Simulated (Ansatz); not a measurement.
# How well the gap of K4I3Br (ordered model alloy, started on the KBr lattice) (Cmmm) can be computed

Wanted: the gap of K4I3Br (ordered model alloy, started on the KBr lattice) (Cmmm) by functionals, hybrids and G0W0, carried to the basis limit, with what remains uncertain.

Program: Ansatz 0.2.0. Level of theory: density functionals, hybrids, G0W0, plane waves, PAW. Results are calculated unless marked as measured.

**1. The structure**

It takes space group Cmmm (No. 65, orthorhombic). The conventional cell has a = 9.498 Å, b = 13.427 Å, c = 4.746 Å, α = 90.00°, β = 90.00°, γ = 90.00°. Nearest to K lie 2 Br at 3.28 Å and 4 I at 3.36 to 3.44 Å. K has 1 Br at 3.27 Å and 5 I at 3.36 to 3.44 Å nearest. I has 6 K at 3.36 Å nearest. Nearest to I lie 6 K at 3.44 Å. Br has 6 K at 3.27 to 3.28 Å nearest. It derives from KBr. Farther neighbours and most contacts between anions are not listed.

Coordinates:

```cif
data_structure
_symmetry_space_group_name_H-M 'P 1'
_symmetry_Int_Tables_number 1
_cell_length_a 9.4949
_cell_length_b 9.4949
_cell_length_c 9.4983
_cell_angle_alpha 59.988
_cell_angle_beta 59.988
_cell_angle_gamma 59.980
_cell_volume 605.30
loop_
_atom_site_label
_atom_site_type_symbol
_atom_site_fract_x
_atom_site_fract_y
_atom_site_fract_z
_atom_site_occupancy
K1 K 0.00000 0.00000 0.98771 1
K2 K 0.00000 0.00000 0.51229 1
K3 K 0.00634 0.50634 0.99366 1
K4 K 0.99366 0.49366 0.50634 1
K5 K 0.50634 0.00634 0.99366 1
K6 K 0.49366 0.99366 0.50634 1
K7 K 0.50000 0.50000 0.98771 1
K8 K 0.50000 0.50000 0.51229 1
I9 I 0.25000 0.25000 0.25000 1
I10 I 0.25000 0.25000 0.75000 1
I11 I 0.25000 0.75000 0.25000 1
Br12 Br 0.25000 0.75000 0.75000 1
I13 I 0.75000 0.25000 0.25000 1
Br14 Br 0.75000 0.25000 0.75000 1
I15 I 0.75000 0.75000 0.25000 1
I16 I 0.75000 0.75000 0.75000 1
```

The structure was relaxed with LDA. The runs that relaxed it are not among those shown. Spin-orbit coupling is left out unless a step names it.

**2. LDA bands**

The cheap functional maps the bands first; the places of the edges decide which points the dearer methods must see.

This step: DFT, LDA, plane waves, PAW; PAW set soft_1.

Input file input.yaml:

```yaml
crystal:
  lattice:
    - [0.0021759663, 6.7141101044, 6.7137344387]
    - [6.7141101044, 0.0021759663, 6.7137344387]
    - [6.7162860707, 6.7162860707, 0.0]
  atoms:
    - { symbol: K, position: [0.0, 0.0, -0.0122916223] }
    - { symbol: K, position: [0.0, 0.0, 0.5122916223] }
    - { symbol: K, position: [0.0063358432, 0.5063358432, -0.0063358432] }
    - { symbol: K, position: [-0.0063358432, 0.4936641568, 0.5063358432] }
    - { symbol: K, position: [0.5063358432, 0.0063358432, -0.0063358432] }
    - { symbol: K, position: [0.4936641568, -0.0063358432, 0.5063358432] }
    - { symbol: K, position: [0.5, 0.5, -0.0122916223] }
    - { symbol: K, position: [0.5, 0.5, 0.5122916223] }
    - { symbol: I, position: [0.25, 0.25, 0.25] }
    - { symbol: I, position: [0.25, 0.25, 0.75] }
    - { symbol: I, position: [0.25, 0.75, 0.25] }
    - { symbol: Br, position: [0.25, 0.75, 0.75] }
    - { symbol: I, position: [0.75, 0.25, 0.25] }
    - { symbol: Br, position: [0.75, 0.25, 0.75] }
    - { symbol: I, position: [0.75, 0.75, 0.25] }
    - { symbol: I, position: [0.75, 0.75, 0.75] }
kpoints:
  mp_grid: { grid: [4, 4, 4] }
  band_path:
    path:
      - [[0.0, 0.0, 0.0], [0.5, 0.0, 0.0]]
      - [[0.0, 0.5, 0.0], [0.0, 0.0, 0.0], [0.0, 0.0, 0.5]]
      - [[0.5, 0.5, 0.5], [0.0, 0.0, 0.0]]
    npoints: 10
hamiltonian:
  xc: lda
  pseudopotentials: { kind: paw, azcp: { folder: soft_1 }, xc_functional: pbe }
scf:
  occupations: { method: fermi_dirac, width: 0.02 }
  n_extra_bands: 9
output:
  eigenvalues: true
  write_density: true
  write_potential: true
  elf: true
  volumetric_format: npy
```

Command:

```sh
$ ansatz run input.yaml --threads 4 --pin off --max-ram 17510MiB --backend cpu --events-out ev --progress --plain --runs-dir out
```

Numbers of over 12 decimals in the logs are rounded to 6 here.

What it wrote:

```text
scf.n_extra_bands = 9 over 94 filled bands (N_el = 188.0): the run solves 103 bands
Engine: ansatz 0.2.0, aarch64-unknown-linux-gnu
Pseudopotentials: kind: paw
Pseudopotential: K, paw, valence charge 9, recommended cutoff 420 eV (normal), soft_1/K.paw.azcp
Pseudopotential: I, paw, valence charge 17, recommended cutoff 420 eV (normal), soft_1/I.paw.azcp
Pseudopotential: Br, paw, valence charge 7, recommended cutoff 420 eV (normal), soft_1/Br.paw.azcp
Functional definition: SPW92
  exchange = slater_x
  correlation = pw_c
Crystal: 16 atoms, lattice volume = 605.300 Å³
Basis set: ecut = 420 eV, 11791 PW (Γ)
Bands: 103, of which v1, the nominal top of the filled ones, is band 94 counted from 1 (93 counted from 0)
Symmetry: 16 space group operations
Space group: Cmmm (ITA 65), of the structure as read, at distance tolerance 8.5e-5 Å
k-points: 18 of 64
Non-local potential: K, projectors of the file, l = 0: 3, l = 1: 2, l = 2: 2
Non-local potential: I, projectors of the file, l = 0: 2, l = 1: 2, l = 2: 2, l = 3: 1
Non-local potential: Br, projectors of the file, l = 0: 2, l = 1: 2, l = 2: 2
PAW form: soft (Blöchl's): semilocal exchange-correlation on the pseudo side does not see the compensation charge
PAW frozen core: K, regenerated for the run's functional, and the local potential with it (the file was generated under x = pbe(κ = 0.804, μ = 0.219515), c = pbe(β = 0.066725))
PAW frozen core: I, regenerated for the run's functional, and the local potential with it (the file was generated under x = pbe(κ = 0.804, μ = 0.219515), c = pbe(β = 0.066725))
PAW frozen core: Br, regenerated for the run's functional, and the local potential with it (the file was generated under x = pbe(κ = 0.804, μ = 0.219515), c = pbe(β = 0.066725))
PAW one-centre angular grid: K, 110 points (default); XC on 64 Gauss nodes
PAW one-centre angular grid: I, 590 points (default); XC on 64 Gauss nodes
PAW one-centre angular grid: Br, 110 points (default); XC on 64 Gauss nodes
Initial density: superposition of atomic densities (chi_scale 0.1, normalization cell, long waves kept (reshape's long-wave potential 0.02 eV rms))
Initial wavefunctions: pseudopotential atomic-orbital guess
Functional: x = slater, c = lda
SCF iter   1: F=—  HF=-61527.443419 eV  |F-HF|=—  |Δ(HF+E_count)|=         —  Δρ=4.28e-2  dr2=2.11e1  ethr=3.10e-3  ⟨swp⟩=9.5  Hψ=8655  notcnv=0
preconditioner: auto → Resta (q_TF=auto, 2.245 Å⁻¹)  ε∞=2.5  [insulator: Δε(μ)=2.437 eV  Ē_g=12.889 eV  σ=0.020 eV  W_gap=1.00  n_scr=112 (ndim 8)  ℏωp=16.0 eV  f_vac=0.000  D(μ)=0.00/eV (n_scr^D=0)  ε∞_Penn≈2.5]
SCF iter   2: F=—  HF=-61519.181378 eV  |F-HF|=—  |Δ(HF+E_count)|=    8.26e0  Δρ=1.26e-2  dr2=2.25e0  ethr=3.10e-3  ⟨swp⟩=5.3  Hψ=5409  notcnv=0  defer=56
SCF iter   3: F=—  HF=-61518.282265 eV  |F-HF|=—  |Δ(HF+E_count)|=   8.99e-1  Δρ=4.77e-3  dr2=1.91e-1  ethr=1.20e-3  ⟨swp⟩=3.8  Hψ=3213  notcnv=0  defer=56
SCF iter   4: F=—  HF=-61518.250100 eV  |F-HF|=—  |Δ(HF+E_count)|=   3.22e-2  Δρ=8.53e-4  dr2=8.77e-3  ethr=1.02e-4  ⟨swp⟩=4.1  Hψ=3213  notcnv=0  defer=58
SCF iter   5: F=—  HF=-61518.248660 eV  |F-HF|=—  |Δ(HF+E_count)|=   1.44e-3  Δρ=2.25e-4  dr2=3.91e-4  ethr=4.66e-6  ⟨swp⟩=2.3  Hψ=3235  notcnv=0  defer=56
SCF iter   6: F=—  HF=-61518.249042 eV  |F-HF|=—  |Δ(HF+E_count)|=   3.83e-4  Δρ=4.78e-5  dr2=1.80e-5  ethr=2.08e-7  ⟨swp⟩=2.0  Hψ=2338  notcnv=0  defer=56
SCF iter   7: F=—  HF=-61518.249418 eV  |F-HF|=—  |Δ(HF+E_count)|=   3.76e-4  Δρ=1.54e-5  dr2=1.88e-6  ethr=9.57e-9  ⟨swp⟩=2.0  Hψ=3379  notcnv=0  defer=56
SCF iter   8: F=-61518.249418 eV  HF=-61518.249418 eV  |F-HF|=8.17e-8  |Δ(HF+E_count)|=   5.75e-7  Δρ=3.36e-6  dr2=6.23e-8  ethr=5.32e-11  ⟨swp⟩=14.2  Hψ=11931  notcnv=0
SCF 1 converged in 8 iterations: F = -61518.249418 eV  dr2 = 6.23e-8
[...]
NSCF: frozen V_eff on 43 k-points
SCF converged after 8 iterations
Free energy (F): -61518.249418 eV
Harris-Foulkes:  -61518.249418 eV  (|F-HF|=8.17e-8)
Internal energy: -61518.249418 eV  (E = F + TS)
E sigma→0 (E₀):  -61518.249418 eV
Fermi energy:    4.688501 eV
--- Per-component energies (eV) ---
  E_band       = -3277.930182
  E_kinetic    = 3266.473714
  E_local      = -19365.734298  (includes V_loc(G=0)·N_el)
  E_nonlocal   = 967.480582
  E_hartree    = 8162.929181
  E_xc         = -2103.431293
  E_vxc        = -2203.353014  (∫ρ·V_xc dr)
  E_paw        = -38169.824931  (= ΣΔE_a)
  E_vpaw       = -2268.643176  (= ΣTr[D̂ρ^β])
  E_aug_tail   = -0.014821  (compensation charges beyond the density's cutoff)
  E_ewald      = -14283.287720
  E_core_change = 7.160167  (= ΣΔE_core)
  E_smearing   = -0.000000  (= −TS)
  E_closure    = -0.000000  (closes the sum)
  Σ components = -61518.249418   (vs F -61518.249418, Δ=0.00e0)
--- Band table (eV; the first three rows and the last of 18) ---
  k-point 0: bands = [... 90 lower, 2.4578, 2.7140, 2.7604, 2.8011, 6.5656, 7.3320, 7.3455, 7.3476, ... 5 higher]
  k-point 1: bands = [... 90 lower, 2.4314, 2.4440, 2.6943, 2.7510, 7.0050, 7.6133, 7.6173, 7.6366, ... 5 higher]
  k-point 2: bands = [... 90 lower, 2.3816, 2.4414, 2.6369, 2.6932, 7.6904, 7.8431, 8.1339, 8.2171, ... 5 higher]
  k-point 17: bands = [... 90 lower, 2.3634, 2.4772, 2.4797, 2.6560, 7.8409, 7.9712, 8.0665, 8.1747, ... 5 higher]
```

Run time: 45 s. Hardware: 4 threads of Arm Neoverse V1, shared host; peak memory 2.4 GiB; 3 min of CPU time.

This step gave:

- filled bands: 94
- gap: 3.764 eV
- valence top at: Γ
- conduction bottom at: Γ
- least direct gap: 3.764 eV

In a supercell the zone is folded, so edges from different points of the primitive zone can meet at one k.

Electronic bands along the path, in eV, zero at the top of the highest nominally filled band:

| point | band 91 | band 92 | band 93 | band 94 | band 95 | band 96 | band 97 | band 98 |
| --- | --- | --- | --- | --- | --- | --- | --- | --- |
| Γ | -0.34 | -0.09 | -0.04 | 0.00 | 3.76 | 4.53 | 4.54 | 4.55 |
| halfway | -0.33 | -0.30 | -0.16 | -0.09 | 4.20 | 4.81 | 4.82 | 4.84 |
| X | -0.31 | -0.31 | -0.23 | -0.23 | 4.93 | 4.93 | 5.38 | 5.38 |
| jump to Y | -0.31 | -0.31 | -0.23 | -0.23 | 4.93 | 4.93 | 5.38 | 5.38 |
| halfway | -0.33 | -0.30 | -0.16 | -0.09 | 4.20 | 4.81 | 4.82 | 4.84 |
| Γ | -0.34 | -0.09 | -0.04 | 0.00 | 3.76 | 4.53 | 4.54 | 4.55 |
| halfway | -0.37 | -0.36 | -0.11 | -0.05 | 4.20 | 4.81 | 4.82 | 4.84 |
| Z | -0.42 | -0.36 | -0.16 | -0.11 | 4.89 | 5.04 | 5.33 | 5.42 |
| jump to R | -0.42 | -0.36 | -0.16 | -0.11 | 4.89 | 5.04 | 5.33 | 5.42 |
| halfway | -0.37 | -0.36 | -0.11 | -0.05 | 4.20 | 4.81 | 4.82 | 4.84 |
| Γ | -0.34 | -0.09 | -0.04 | 0.00 | 3.76 | 4.53 | 4.54 | 4.55 |

Electrostatic potential energy in the ac plane at fractional y = 0.250, with atoms of I and Br within 0.2 Å of it. With pseudopotentials it is smooth inside the atoms' cores, unlike the true potential.

Values in eV, 13 rows by 16 columns, each cell a mean:
```
  8   8   7   7   8   8   8   8   8   8   8   8   8   8   8   8
  8   5  -6 -12  -1   7   8   8   8   7   1  -4   4   8   8   8
  8   5 -24 -20 -22  -9   7   8   8   7 -13 -36 -29  -2   8   8
  8   7  -5 -23  -7 -30   1   8   8   8   1 -29 -37 -25   5   8
  8   8   7  -2 -18 -19   2   8   8   8   8   3 -10  -8   5   8
  8   8   8   8   7   6   7   8   8   8   8   8   8   7   8   8
  8   8   8   8   8   8   8   8   8   8   8   8   8   8   8   8
  8   7   4   3   7   8   8   8   8   7   4   4   7   8   8   8
  8   5 -19 -27 -18   3   8   8   8   5 -19 -27 -17   3   8   8
  8   6 -18 -14  -7 -23   5   8   8   7 -17 -14  -6 -23   5   8
  8   8   4 -18 -24 -30   0   8   8   8   4 -18 -23 -30   0   8
  8   8   8   6   0  -2   5   8   8   8   8   7   0  -2   5   8
  8   8   8   8   8   8   8   8   8   8   8   8   8   8   8   8
```
Columns run along a (9.5 Å; values clipped at the 3rd and 97th percentile), rows up along c (9.5 Å). Atoms in or near the plane, at fractional coordinates: I at (0.25, 0.25), I at (0.25, 0.75), I at (0.75, 0.25), Br at (0.75, 0.75).

ELF in the ac plane at fractional y = 0.250, with atoms of I and Br within 0.2 Å of it. It is the smooth field of the valence electrons, not physical close to the nuclei.

Ten even steps from '_' (0.01) to '@' (0.88), each cell a mean:
```
__..--++++==::________________..::::::..______________
..==##%%%%%%##++::__________..==**####**==::__________
::**%%%%%%%%%%%%##==________::**%%@@@@@@%%##--________
::**%%%%**++**##%%%%==..____::**%%@@@@@@@@@@%%==..____
..**%%%%++--::--**%%%%==____..**%%@@%%++++@@@@%%==____
__==%%%%**--====--##%%##--____==%%@@%%::__--@@@@##--__
__..++%%%%++----::++%%%%++..__..++%%@@##....%%@@%%++..
____::**%%##++====**%%%%**::____::**@@@@@@%%@@@@@@**::
______::**%%%%######%%%%##::______::**%%@@@@@@@@%%**::
________..++##%%%%%%%%%%**::________..==##%%%%%%##++::
____________::++**####++--..____________..--++++==::__
________________..::::::________....__________..______
__::==++++==::______________..--==++++--::____________
..++##%%%%%%##++::__________--**##%%%%%%##==..________
::**%%%%%%%%%%%%##==..____..==##%%%%%%%%%%%%**::______
::**%%%%**++**##%%%%==..____==%%%%##**++**%%%%**::____
..++%%%%++--::--**%%##==____--##%%##==::--++##%%**::__
__--##%%**--====--##%%##::__..**%%##==--++--++%%%%++..
__..++%%%%++----::++%%%%++____--##%%**----::--##%%##::
____::**%%##++====**%%%%**::____==%%%%##==--==##%%%%==
..____::**%%%%######%%%%##::____..==%%%%%%####%%%%%%++
..______..++##%%%%%%%%%%**::________--**%%%%%%%%%%##==
____________::++**####**==..__________..==**####**++::
________________..::::::..________________..::--::..__
```
Columns run along a (9.5 Å), rows up along c (9.5 Å). Atoms in or near the plane, at fractional coordinates: I at (0.25, 0.25), I at (0.25, 0.75), I at (0.75, 0.25), Br at (0.75, 0.75).

**3. r2SCAN**

The meta-GGA depends on the orbitals through the kinetic-energy density, which usually opens the gap somewhat.

This step: DFT, r2SCAN, plane waves, PAW; PAW set soft_1.

Edit input.yaml of step 2 so:

```diff
@@ -26,11 +26,13 @@
     path:
-      - [[0.0, 0.0, 0.0], [0.5, 0.0, 0.0]]
-      - [[0.0, 0.5, 0.0], [0.0, 0.0, 0.0], [0.0, 0.0, 0.5]]
-      - [[0.5, 0.5, 0.5], [0.0, 0.0, 0.0]]
-    npoints: 10
+      - [0.0, 0.0, 0.0]
+      - [0.5, 0.0, 0.0]
+      - [0.0, 0.5, 0.0]
+      - [0.0, 0.0, 0.5]
+      - [0.5, 0.5, 0.5]
+    npoints: 1
 hamiltonian:
-  xc: lda
-  pseudopotentials: { kind: paw, azcp: { folder: soft_1 }, xc_functional: pbe }
+  xc: r2scan
+  pseudopotentials: { kind: paw, azcp: { folder: soft_1 } }
 scf:
-  occupations: { method: fermi_dirac, width: 0.02 }
+  occupations: { method: fixed }
   n_extra_bands: 9
```

What it wrote:

```text
[...]
Crystal: 16 atoms, lattice volume = 605.300 Å³
Basis set: ecut = 500 eV, 15353 PW (Γ), exchange–correlation on 288×288×288 points (64 copies of the dense FFT grid, shifted against one another)
Bands: 103, of which v1, the nominal top of the filled ones, is band 94 counted from 1 (93 counted from 0)
Symmetry: 16 space group operations
[...]
k-points: 18 of 64
[...]
--- Band table (eV; the first three rows and the last of 18) ---
  k-point 0: bands = [... 90 lower, 2.4035, 2.6446, 2.6944, 2.7378, 7.5230, 7.9480, 7.9635, 7.9649, ... 5 higher]
  k-point 1: bands = [... 90 lower, 2.3891, 2.3918, 2.6323, 2.6920, 7.9322, 8.2382, 8.2417, 8.2633, ... 5 higher]
  k-point 2: bands = [... 90 lower, 2.3206, 2.3863, 2.5808, 2.6396, 8.5378, 8.6698, 8.7792, 8.8965, ... 5 higher]
  k-point 17: bands = [... 90 lower, 2.2957, 2.4115, 2.4137, 2.6018, 8.4690, 8.8293, 8.8956, 8.9872, ... 5 higher]
[key lines of the parts left out:]
SCF converged after 8 iterations
Free energy (F): -63122.193665 eV
Fermi energy:    2.737801 eV
```

It took 53 s on 4 threads; peak memory 3.7 GiB; 3.5 min of CPU time.

This step gave:

```
gap                  : 4.785 eV
valence top at       : Γ
conduction bottom at : Γ
least direct gap     : 4.785 eV
```

The gap stands +1.02 eV against LDA.

**4. HSE06**

HSE06 mixes in a quarter of exact exchange at short range. Exchange couples all pairs of k points, which makes a full band path dear, so levels are read on the mesh and at chosen points.

This step: DFT, HSE06, plane waves, PAW; PAW set soft_1.

Edit input.yaml of step 3 so:

```diff
@@ -23,3 +23,3 @@
 kpoints:
-  mp_grid: { grid: [4, 4, 4] }
+  mp_grid: { grid: [2, 2, 2] }
   band_path:
@@ -33,3 +33,3 @@
 hamiltonian:
-  xc: r2scan
+  xc: hse06
   pseudopotentials: { kind: paw, azcp: { folder: soft_1 } }
@@ -40,5 +40 @@
   eigenvalues: true
-  write_density: true
-  write_potential: true
-  elf: true
-  volumetric_format: npy
```

What it wrote:

```text
[...]
davidson cushion auto → on  (no smearing: the cushion is to keep the highest requested band from converging to the state above it; pin scf.eigensolver.cushion to override)
Crystal: 16 atoms, lattice volume = 605.300 Å³
Basis set: ecut = 420 eV, 11791 PW (Γ)
Bands: 103, of which v1, the nominal top of the filled ones, is band 94 counted from 1 (93 counted from 0)
Symmetry: 16 space group operations
[...]
k-points: 5 of 8
[...]
E sigma→0 (E₀):  -63011.351013 eV
Fermi energy:    2.359088 eV
[...]
--- Band table (eV; the first three rows and the last of 5) ---
  k-point 0: bands = [... 90 lower, 2.0079, 2.2616, 2.3141, 2.3591, 7.5267, 8.1413, 8.1590, 8.1600, ... 5 higher]
  k-point 1: bands = [... 90 lower, 1.9257, 1.9906, 2.1983, 2.2567, 8.6216, 8.7360, 8.9572, 9.0827, ... 5 higher]
  k-point 2: bands = [... 90 lower, 2.0457, 2.0457, 2.1291, 2.1291, 8.6437, 8.6437, 9.0355, 9.0355, ... 5 higher]
  k-point 4: bands = [... 90 lower, 1.8832, 2.0193, 2.0217, 2.2144, 8.6678, 8.9482, 9.0213, 9.0530, ... 5 higher]
[key lines of the parts left out:]
Free energy (F): -63011.351013 eV
```

Wall time 3.9 min (4 threads); peak memory 7.8 GiB; 14 min of CPU time.

This step gave:

```
gap                  : 5.168 eV
valence top at       : Γ
conduction bottom at : Γ
least direct gap     : 5.168 eV
```

The gap stands +1.40 eV against LDA.

**5. G0W0, 2×2×2 mesh, 272 empty bands, screening to 34 eV, PAW set soft_1 files**

Now the one-shot GW correction: screening in the RPA, then the self-energy of the levels asked for. This step takes PAW set soft_1 files.

This step: G0W0 on LDA, plane waves, PAW; PAW set soft_1.

Edit input.yaml of step 4 so:

```diff
@@ -24,17 +24,12 @@
   mp_grid: { grid: [2, 2, 2] }
-  band_path:
-    path:
-      - [0.0, 0.0, 0.0]
-      - [0.5, 0.0, 0.0]
-      - [0.0, 0.5, 0.0]
-      - [0.0, 0.0, 0.5]
-      - [0.5, 0.5, 0.5]
-    npoints: 1
 hamiltonian:
-  xc: hse06
-  pseudopotentials: { kind: paw, azcp: { folder: soft_1 } }
+  xc: lda
+  pseudopotentials: { kind: paw, azcp: { folder: soft_1 }, xc_functional: pbe }
 scf:
   occupations: { method: fixed }
-  n_extra_bands: 9
-output:
-  eigenvalues: true
+gw:
+  n_empty_bands: 272
+  ecut_chi: 34
+  qp_bands: [v4, c4]
+  qp_kpoints: band_edges
+  screening: { model: contour_deformation }
```

What it wrote:

```text
[...]
Crystal: 16 atoms, lattice volume = 605.300 Å³
Basis set: ecut = 420 eV, 11791 PW (Γ)
Bands: 113, of which v1, the nominal top of the filled ones, is band 94 counted from 1 (93 counted from 0)
Symmetry: 16 space group operations
[...]
k-points: 5 of 8
[...]
0    98      7.3480    -3.5167    -2.9984    -7.7688  0.8419     8.6193     8.6016  root
[...]
4    95      7.8413    -3.7535    -3.1013    -8.1906  0.8383     9.1983     9.1770  root
     4    96      7.9716    -5.2521    -3.1647    -9.8027  0.8384     9.3811     9.3576  root
     4    97      8.0671    -5.4411    -3.1850   -10.0142  0.8362     9.4788     9.4551  root
     4    98      8.1750    -3.4677    -3.1266    -7.9643  0.8398     9.5682     9.5450  root
[key lines of the parts left out:]
SCF converged after 8 iterations
Free energy (F): -61518.236316 eV
Fermi energy:    2.803343 eV
```

It took 1.9 min on 4 threads; peak memory 3.2 GiB; 7.4 min of CPU time.

Numbers from this step:

```yaml
bands_summed: 366
rpa_eps_infinity_on_this_mesh_eigenvalues: 2.938, 2.938, 2.947
plane_waves_in_the_screening_matrix: 283
g0w0_gap_on_the_mesh: 5.626 eV
k_of_the_valence_top: 0, 0, 0
k_of_the_conduction_bottom: 0, 0, 0
starting_gap_on_the_mesh: 3.763 eV
least_direct_g0w0_gap_on_the_computed_points: 5.626 eV
```

The gap on the mesh goes from 3.76 eV to 5.63 eV, a correction of +1.86 eV. Between the two edge states, bare exchange in place of the xc potential would open the gap by 7.13 eV, and correlation takes back 5.27 eV.

[end of part 1 of 2]

[Paths, hosts, dates, memory and timing lines, banners, echoed tables and standing remarks are left out of the program output.]

[Logs are printed without paths, hosts, clocks, repeated set-up lines and the standing remarks that a program may print on its own settings, such as how far it seeks lower states.]

[Runs of the session that timed out or met a known fault of the program may be left out.]

[Cells called generated may have been cut or substituted from an entry of the Crystallography Open Database or the Materials Project.]

[Hosts, paths, dates, database ids (printed as entryN), source tags and the programs' standing remarks are cut or masked in the printed files.]
